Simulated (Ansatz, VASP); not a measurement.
# Zn in VASP and in Ansatz

```
Zn
1.0
    -1.50037    1.50037    1.50037
     1.50037   -1.50037    1.50037
     1.50037    1.50037   -1.50037
Zn
1
Cartesian
  0.0000 0.0000 0.0000
```

Alike in both runs: task single point; functional PBE; k mesh 16 × 16 × 16; occupations fermi-dirac, width 0.1 eV; no spin polarisation.

|  | VASP | Ansatz |
| --- | --- | --- |
| version | VASP 6.6.1 | Ansatz 0.2.0 |
| potentials or method | VASP PAW PBE potentials, release 64 (Zn) | plane waves (420 eV) with PAW, scalar-relativistic |
| plane-wave cutoff (eV) | 520 | 420 |
| valence electrons in the cell | 12 | 12 |

|  | VASP | Ansatz | Ansatz less VASP |
| --- | --- | --- | --- |
| pressure (GPa) | 12.5 | 12.0 | -0.50 |
